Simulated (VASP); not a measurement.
# CdF2 (Fm-3m) in VASP: single point with PBE+D3(BJ)

Aim: the single point of CdF2 with PBE+D3(BJ).

Program: VASP 6.6.1. These are calculated values, not measurements. Logs are shortened: lines on timing, memory, paths and dates and some standing lists are left out, and cuts for length are marked.

## (1) The crystal as given

It takes space group Fm-3m (No. 225, cubic). Conventional cell: a = 5.388 Å, b = 5.388 Å, c = 5.388 Å, α = 90.00°, β = 90.00°, γ = 90.00°. Cd (site symmetry m-3m) is surrounded by 8 F at 2.33 Å. F (site symmetry -43m) has 4 Cd at 2.33 Å as nearest neighbours.

## (2) Single point, PBE+D3(BJ)

INCAR

```
  ALGO = Normal
  EDIFF = 1E-7
  ENCUT = 520
  GGA = PE
  ISIF = 2
  ISMEAR = 0
  IVDW = 12
  LASPH = True
  LCHARG = True
  LELF = True
  LREAL = False
  LVHAR = True
  LWAVE = False
  NBANDS = 20
  NELM = 100
  PREC = Accurate
  SIGMA = 0.1
```

KPOINTS

```
k-points
0
Gamma
  6 6 6
```

POSCAR

```
CdF2
1.0
    0.0000000000      2.6940000000      2.6940000000
    2.6940000000      0.0000000000      2.6940000000
    2.6940000000      2.6940000000      0.0000000000
Cd F
1 2
Direct
    0.0000000000      0.0000000000      0.0000000000
    0.2500000000      0.2500000000      0.2500000000
    0.7500000000      0.7500000000      0.7500000000
```

Potentials or basis: VASP PAW PBE potentials, release 64 (Cd, F).

Launch:

```console
$ cat potpaw_PBE.64/Cd/POTCAR potpaw_PBE.64/F/POTCAR > POTCAR
$ mpirun -np 1 vasp_std > vasp.out
```

OUTCAR:

```text
EDIFF = 1E-7
   ENCUT = 520
   GGA = PE
   ISIF = 2
   ISMEAR = 0
   IVDW = 12
   LASPH = True
   LREAL = False
   NELM = 100
   PREC = Accurate
 IVDW          = 12

 ion  position               nearest neighbor table
   1  0.000  0.000  0.000-   3 2.33   3 2.33   3 2.33   2 2.33   3 2.33   2 2.33   2 2.33   2 2.33

   2  0.250  0.250  0.250-   1 2.33   1 2.33   1 2.33   1 2.33
   3  0.750  0.750  0.750-   1 2.33   1 2.33   1 2.33   1 2.33

  LATTYP: Found a face centered cubic cell.
 ALAT       =     5.3880000000

  Lattice vectors:

 A1 = (   0.0000000000,   2.6940000000,   2.6940000000)
 A2 = (   2.6940000000,   0.0000000000,   2.6940000000)
 A3 = (   2.6940000000,   2.6940000000,   0.0000000000)

Analysis of symmetry for initial positions (statically):
=====================================================================
 Subroutine PRICEL returns:
 Original cell was already a primitive cell.

 Routine SETGRP: Setting up the symmetry group for a
 face centered cubic supercell.

 Subroutine GETGRP returns: Found 48 space group operations
 (whereof 48 operations were pure point group operations)
 out of a pool of 48 trial point group operations.

The static configuration has the point symmetry O_h .

Analysis of symmetry for dynamics (positions and initial velocities):
=====================================================================
 Subroutine PRICEL returns:
 Original cell was already a primitive cell.

 Routine SETGRP: Setting up the symmetry group for a
 face centered cubic supercell.

 Subroutine GETGRP returns: Found 48 space group operations
 (whereof 48 operations were pure point group operations)
 out of a pool of 48 trial point group operations.

The dynamic configuration has the point symmetry O_h .

 Subroutine INISYM returns: Found 48 space group operations
 (whereof 48 operations are pure point group operations),
 and found     1 'primitive' translations

----------------------------------------------------------------------------------------

                                     Primitive cell

  volume of cell :      39.1041

  direct lattice vectors                    reciprocal lattice vectors
     0.000000000  2.694000000  2.694000000    -0.185597624  0.185597624  0.185597624
     2.694000000  0.000000000  2.694000000     0.185597624 -0.185597624  0.185597624
     2.694000000  2.694000000  0.000000000     0.185597624  0.185597624 -0.185597624

  length of vectors
     3.809891337  3.809891337  3.809891337     0.321464515  0.321464515  0.321464515

  position of ions in fractional coordinates (direct lattice)
     0.000000000  0.000000000  0.000000000
     0.250000000  0.250000000  0.250000000
     0.750000000  0.750000000  0.750000000

  ion indices of the primitive-cell ions
   primitive index   ion index
                 1           1
                 2           2
                 3           3

----------------------------------------------------------------------------------------

 KPOINTS: k-points

Automatic generation of k-mesh.
 Grid dimensions read from file:
 generate k-points for:    6    6    6

 Generating k-lattice:

  Cartesian coordinates                     Fractional coordinates (reciprocal lattice)
    -0.030932937  0.030932937  0.030932937     0.166666667  0.000000000  0.000000000
     0.030932937 -0.030932937  0.030932937     0.000000000  0.166666667  0.000000000
     0.030932937  0.030932937 -0.030932937     0.000000000  0.000000000  0.166666667

  Length of vectors
     0.053577419  0.053577419  0.053577419

  Shift w.r.t. Gamma in fractional coordinates (k-lattice)
     0.000000000  0.000000000  0.000000000

 Subroutine IBZKPT returns following result:
 ===========================================

 Found     16 irreducible k-points:

 Following reciprocal coordinates:
            Coordinates               Weight
  0.000000  0.000000  0.000000      1.000000
  0.166667  0.000000  0.000000      8.000000
  0.333333  0.000000  0.000000      8.000000
  0.500000  0.000000  0.000000      4.000000
  0.166667  0.166667  0.000000      6.000000
  0.333333  0.166667  0.000000     24.000000
[... 8 lines left out ...]
 -0.333333  0.333333  0.166667     24.000000
 -0.333333  0.500000  0.166667     12.000000
   k-points           NKPTS =     16   k-points in BZ     NKDIM =     16   number of bands    NBANDS=     20
   number of dos      NEDOS =    301   number of ions     NIONS =      3
   total plane-waves  NPLWV =  21952
   dimension x,y,z NGX =    28 NGY =   28 NGZ =   28
   dimension x,y,z NGXF=    56 NGYF=   56 NGZF=   56
   ions per type =               1   2
   NGX,Y,Z   is equivalent  to a cutoff of  12.22, 12.22, 12.22 a.u.
   NGXF,Y,Z  is equivalent  to a cutoff of  24.44, 24.44, 24.44 a.u.
 SYSTEM =  unknown system
   PREC   = accura    normal or accurate (medium, high low for compatibility)
   ISTART =      0    job   : 0-new  1-cont  2-samecut
   ICHARG =      2    charge: 1-file 2-atom 10-const
   ISPIN  =      1    spin polarized calculation?
   LNONCOLLINEAR =      F non collinear calculations
   LSORBIT =      F    spin-orbit coupling
   LASPH  =      T    aspherical Exc in radial PAW
   ENCUT  =  520.0 eV  38.22 Ry    6.18 a.u.   7.08  7.08  7.08*2*pi/ulx,y,z
   NELM   =    100;   NELMIN=  2; NELMDL= -5     # of ELM steps
   EDIFF  = 0.1E-06   stopping-criterion for ELM
   LREAL  =      F    real-space projection
   EDIFFG = 0.1E-05   stopping-criterion for IOM
   NSW    =      0    number of steps for IOM
   IBRION =     -1    ionic relax: 0-MD 1-quasi-New 2-CG
   NFREE  =      0    steps in history (QN), initial steepest desc. (CG)
   ISIF   =      2    stress and relaxation
   ISYM   =      2    0-nonsym 1-usesym 2-fastsym
   POTIM  = 0.5000    time-step for ionic-motion
   TEBEG  =    0.0;   TEEND  =   0.0 temperature during run
   PSTRESS=    0.0 pullay stress
   NELECT =      26.0000    total number of electrons
   NUPDOWN=      -1.0000    fix difference up-down
   EMIN   =  10.00;   EMAX   =-10.00  energy-range for DOS
   EFERMI =   0.00;   METHOD = LEGACY
   ISMEAR =     0;   SIGMA  =   0.10  broadening in eV -4-tet -1-fermi 0-gaus
   EFERMI_NEDOS =   21; number of points for ismear=-14 and -15
   IALGO  =     38    algorithm
   IMIX   =      4    mixing-type and parameters
     AMIX     =   0.40;   BMIX     =  1.00
     AMIX_MAG =   1.60;   BMIX_MAG =  1.00
  volume/ion in A,a.u.               =      13.03        87.96
  Fermi-wavevector in a.u.,A,eV,Ry     =   1.428867  2.700166 27.778468  2.041660
  Thomas-Fermi vector in A             =   2.548882
   LORBIT       =      0    0 simple, 1 ext, 2 COOP (PROOUT), +10 PAW based schemes
   GGA     = PE    functional components
   LHFCALC =     F    Hartree Fock is set to
   AEXX    =    0.0000 exact exchange contribution
   IVDW    =    12    specifies the selected vdW correction
   LEPSILON=     F    determine dielectric tensor
   LRPA    =     F    only Hartree local field effects (RPA)
 non-spin polarized calculation
 Gauss-broadening in eV      SIGMA  =   0.10
  energy-cutoff  :      520.00
  volume of cell :       39.10
 maximum number of plane-waves:      1067
   NGX = 15   NGY = 15   NGZ = 15

 number of electron      25.9999990 magnetization

 Free energy of the ion-electron system (eV)
  ---------------------------------------------------
  ext. energy  EPLUGINS =         0.00000000
  ---------------------------------------------------
  free energy    TOTEN  =       -10.85947413 eV

  energy without entropy =      -10.85947413  energy(sigma->0) =      -10.85947413

 E-fermi :  -0.7848     XC(G=0): -10.4121

 val. band max:       -1.3309418478   @ k =  -0.3333   0.5000   0.1667
 cond. band min:       1.7564804296   @ k =   0.0000   0.0000   0.0000
 fundamental gap:      3.0874222773
 Fermi energy:        -0.7847933825

 k-point     1 :       0.0000    0.0000    0.0000
  band No.  band energies     occupation
      1     -22.1167      2.00000
      2     -21.0119      2.00000
      3      -6.9268      2.00000
      4      -6.9268      2.00000
      5      -6.9268      2.00000
      6      -5.7192      2.00000
[... 12 lines left out ...]
     19      18.5864      0.00000
     20      18.5864      0.00000

 k-point     2 :       0.1667    0.0000    0.0000
  band No.  band energies     occupation
      1     -22.0301      2.00000
      2     -21.0884      2.00000
      3      -6.8268      2.00000
      4      -6.8268      2.00000
      5      -6.6381      2.00000
      6      -5.7461      2.00000
[... 12 lines left out ...]
     19      17.9599      0.00000
     20      17.9599      0.00000

 k-point     3 :       0.3333    0.0000    0.0000
  band No.  band energies     occupation
      1     -21.8117      2.00000
      2     -21.2843      2.00000
      3      -6.6493      2.00000
      4      -6.6493      2.00000
      5      -5.9400      2.00000
      6      -5.7245      2.00000
[... 12 lines left out ...]
     19      17.1721      0.00000
     20      18.0079      0.00000

 k-point     4 :       0.5000    0.0000    0.0000
  band No.  band energies     occupation
      1     -21.5783      2.00000
      2     -21.5038      2.00000
      3      -6.5869      2.00000
      4      -6.5869      2.00000
      5      -5.6483      2.00000
      6      -5.6483      2.00000
[... 12 lines left out ...]
     19      16.8751      0.00000
     20      17.4476      0.00000

 k-point     5 :       0.1667    0.1667    0.0000
  band No.  band energies     occupation
      1     -22.0053      2.00000
      2     -21.1080      2.00000
      3      -6.7723      2.00000
      4      -6.7723      2.00000
      5      -6.5684      2.00000
      6      -5.8687      2.00000
[... 12 lines left out ...]
     19      18.8514      0.00000
     20      19.2320      0.00000

 k-point     6 :       0.3333    0.1667    0.0000
  band No.  band energies     occupation
      1     -21.8432      2.00000
      2     -21.2474      2.00000
      3      -6.5837      2.00000
      4      -6.5829      2.00000
      5      -6.0548      2.00000
      6      -5.9811      2.00000
[... 12 lines left out ...]
     19      18.5075      0.00000
     20      20.2463      0.00000

 k-point     7 :       0.5000    0.1667    0.0000
  band No.  band energies     occupation
      1     -21.6193      2.00000
      2     -21.4499      2.00000
      3      -6.5115      2.00000
      4      -6.4603      2.00000
      5      -5.8139      2.00000
      6      -5.6592      2.00000
[... 12 lines left out ...]
     19      17.7116      0.00000
     20      20.1091      0.00000

 k-point     8 :      -0.3333    0.1667    0.0000
  band No.  band energies     occupation
      1     -21.6884      2.00000
      2     -21.3875      2.00000
      3      -6.5581      2.00000
      4      -6.4716      2.00000
      5      -5.8229      2.00000
      6      -5.7163      2.00000
[... 12 lines left out ...]
     19      16.8580      0.00000
     20      20.1292      0.00000

 k-point     9 :      -0.1667    0.1667    0.0000
  band No.  band energies     occupation
      1     -21.9046      2.00000
      2     -21.1976      2.00000
      3      -6.6931      2.00000
      4      -6.6674      2.00000
      5      -6.2440      2.00000
      6      -5.8477      2.00000
[... 12 lines left out ...]
     19      16.9573      0.00000
     20      19.8246      0.00000

 k-point    10 :       0.3333    0.3333    0.0000
  band No.  band energies     occupation
      1     -21.7710      2.00000
      2     -21.2945      2.00000
      3      -6.3687      2.00000
      4      -6.3386      2.00000
      5      -6.3386      2.00000
      6      -5.8227      2.00000
[... 12 lines left out ...]
     19      19.0391      0.00000
     20      19.5716      0.00000

 k-point    11 :       0.5000    0.3333    0.0000
  band No.  band energies     occupation
      1     -21.6457      2.00000
      2     -21.3991      2.00000
      3      -6.5315      2.00000
      4      -6.1511      2.00000
      5      -6.0153      2.00000
      6      -5.6582      2.00000
[... 12 lines left out ...]
     19      19.1390      0.00000
     20      19.5794      0.00000

 k-point    12 :      -0.3333    0.3333    0.0000
  band No.  band energies     occupation
      1     -21.5346      2.00000
      2     -21.5148      2.00000
      3      -6.4659      2.00000
      4      -6.1836      2.00000
      5      -5.8431      2.00000
      6      -5.7196      2.00000
[... 12 lines left out ...]
     19      18.1552      0.00000
     20      20.4496      0.00000

 k-point    13 :       0.5000    0.5000    0.0000
  band No.  band energies     occupation
      1     -21.6478      2.00000
      2     -21.3843      2.00000
      3      -6.7141      2.00000
      4      -5.9695      2.00000
      5      -5.9695      2.00000
      6      -5.6036      2.00000
[... 12 lines left out ...]
     19      18.1431      0.00000
     20      20.1273      0.00000

 k-point    14 :       0.5000    0.3333    0.1667
  band No.  band energies     occupation
      1     -21.6943      2.00000
      2     -21.3695      2.00000
      3      -6.4626      2.00000
      4      -6.3195      2.00000
      5      -6.0726      2.00000
      6      -5.7232      2.00000
[... 12 lines left out ...]
     19      18.0501      0.00000
     20      20.1092      0.00000

 k-point    15 :      -0.3333    0.3333    0.1667
  band No.  band energies     occupation
      1     -21.5341      2.00000
      2     -21.5154      2.00000
      3      -6.4097      2.00000
      4      -6.2164      2.00000
      5      -5.8711      2.00000
      6      -5.7910      2.00000
[... 12 lines left out ...]
     19      17.6555      0.00000
     20      20.5275      0.00000

 k-point    16 :      -0.3333    0.5000    0.1667
  band No.  band energies     occupation
      1     -21.5846      2.00000
      2     -21.4525      2.00000
      3      -6.4864      2.00000
      4      -5.9655      2.00000
      5      -5.9047      2.00000
      6      -5.8367      2.00000
[... 12 lines left out ...]
     19      18.9556      0.00000
     20      19.3937      0.00000

------------------------ aborting loop because EDIFF is reached ----------------------------------------

 Edisp (eV)   -0.50225

 E8    (eV) :    -0.1899

  FORCE on cell =-STRESS in cart. coord.  units (eV):
  Direction    XX          YY          ZZ          XY          YZ          ZX
  --------------------------------------------------------------------------------------
  -------------------------------------------------------------------------------------
  Total       1.00303     1.00303     1.00303    -0.00000    -0.00000     0.00000
  in kB      41.09630    41.09630    41.09630    -0.00000    -0.00000     0.00000
  external pressure =       41.10 kB  Pullay stress =        0.00 kB

 VOLUME and BASIS-vectors are now :
 -----------------------------------------------------------------------------
  energy-cutoff  :      520.00
  volume of cell :       39.10
      direct lattice vectors                 reciprocal lattice vectors
     0.000000000  2.694000000  2.694000000    -0.185597624  0.185597624  0.185597624
     2.694000000  0.000000000  2.694000000     0.185597624 -0.185597624  0.185597624
     2.694000000  2.694000000  0.000000000     0.185597624  0.185597624 -0.185597624

 POSITION                                       TOTAL-FORCE (eV/Angst)
 -----------------------------------------------------------------------------------
      0.00000      0.00000      0.00000        -0.000000     -0.000000     -0.000000
      1.34700      1.34700      1.34700        -0.000000      0.000000     -0.000000
      4.04100      4.04100      4.04100         0.000000      0.000000      0.000000
 -----------------------------------------------------------------------------------
    total drift:                                0.000000      0.000000      0.000000

  FREE ENERGIE OF THE ION-ELECTRON SYSTEM (eV)
  ---------------------------------------------------
  free  energy   TOTEN  =       -11.3617252461 eV

  energy  without entropy=      -11.3617252461  energy(sigma->0) =      -11.36172525
```

Wall time 12 s (1 thread of Intel Xeon 6975P-C (Granite Rapids), shared host); peak memory 0.17 GiB.

Results:

```yaml
Free_energy: -11.3617 eV
Pressure: 4.1 GPa
Band_gap_on_the_k_mesh: 3.09 eV, indirect (least direct gap 3.57 eV)
Dispersion_energy_per_atom: -0.167 eV
```

Levels at points of the mesh, in eV from the valence-band top:
```tsv
k point	band 10	band 11	band 12	band 13	band 14	band 15	band 16	band 17
(0.00, 0.00, 0.00)	-0.95	-0.48	-0.48	-0.48	3.09	12.72	12.72	12.72
(0.50, 0.00, 0.00)	-1.82	-1.82	-0.38	-0.38	7.19	9.18	14.52	14.52
(0.50, 0.50, 0.00)	-2.94	-0.48	-0.07	-0.07	8.02	9.67	11.94	14.30
```

A k mesh can miss the band edges. As with any semilocal functional, this PBE gap is likely too small.
